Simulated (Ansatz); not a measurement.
Se, DFT, PBEsol, all-electron LAPW, scalar-relativistic (Ansatz 0.2.0), run on 2 threads of Arm Neoverse V2 on a shared host.

The cell is COD entry 9013138, as deposited and not checked against the literature; nothing was relaxed. The listed cell was then made from it by scaling, straining or moving an atom.

Command: `ansatz run input.yaml --threads 2 --pin off --max-ram 8192MiB --backend cpu --events-out ev --progress --plain --runs-dir out`

```yaml
crystal:
  lattice:
    - [5.5673798647, 3.2143282635, 1.47633]
    - [-5.5673798647, 3.2143282635, 1.47633]
    - [0.0, -6.4286565271, 1.47633]
  atoms:
    - { symbol: Se, position: [0.28066, 0.16251, 0.91818] }
    - { symbol: Se, position: [0.91818, 0.28066, 0.16251] }
    - { symbol: Se, position: [0.16251, 0.91818, 0.28066] }
    - { symbol: Se, position: [0.71934, 0.83749, 0.08182] }
    - { symbol: Se, position: [0.08182, 0.71934, 0.83749] }
    - { symbol: Se, position: [0.83749, 0.08182, 0.71934] }
kpoints:
  mp_grid: { grid: [6, 6, 6] }
  band_path:
    path:
      - [0.0, 0.0, 0.0]
      - [0.5, 0.0, 0.0]
      - [0.5, -0.5, 0.5]
      - [0.2018255591, -0.7981744409, 0.2018255591]
      - [0.2018255591, 0.2018255591, 0.2018255591]
      - [0.0, 0.0, 0.0]
      - [0.5, -0.5, 0.0]
    npoints: 5
scf:
  occupations: { method: fermi_dirac, width: 0.01 }
hamiltonian:
  xc: pbesol
  pseudopotentials: { kind: all_electron, lapw: { basis_error: 0.001 } }
output:
  forces: true
  stress: true
  eigenvalues: true
```

Problem. How large is the problem that the program sets up?

Solution. 40 irreducible k-points, 2315 plane waves at Γ, 87 bands.

Problem. About how long does it take, and how much memory does it use?

Solution. 2.1 min of wall time for 9 SCF iterations, with a peak of 1.1 GiB. Times on shared machines scatter by tens of per cent.
